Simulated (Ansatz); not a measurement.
Deforming Ti

```yaml
crystal:
  lattice:
    - [2.64046, 0.00000, 0.00000]
    - [0.00000, 2.64046, 0.00000]
    - [0.00000, 0.00000, 2.64046]
  atoms:
    - { symbol: Ti, position: [0.00000, 0.00000, 0.00000] }
```

The cell was built from the sc type and relaxed in the same program, and has space group Pm-3m; it needn't be a known or the stable phase.

The calculation used Ansatz 0.2.0, DFT, PBE, all-electron PAW with datasets made for the crystal, scalar-relativistic.

Sampling and basis: a Γ-centred 15×15×15 k mesh, Fermi–Dirac smearing of 0.05 eV, cutoff 300 eV (chosen by the program for this cell), no spin polarisation.

The unchanged cell is at -0.01 GPa, so energy changes include a term −P ΔV where the volume moves.

In a metal, stresses and small energies carry noise from the k mesh.

x, y and z are the Cartesian axes of the cell as listed; fractional coordinates follow a strain, and an engineering shear is twice the off-diagonal strain component.

With x and y strained by +1.5 %, z held: energy change +4 meV/atom; stress change (xx, yy, zz, yz, xz, xy) -2.06, -2.06, -2.42, 0.00, 0.00, 0.00 GPa, compression positive.

Task: With this change (xy engineering shear strain of +4 %), what becomes of the energy and stress?

Result: Energy change -6 meV/atom; stress change (xx, yy, zz, yz, xz, xy) -0.07, -0.07, 0.05, 0.00, 0.00, 2.37 GPa, compression positive.
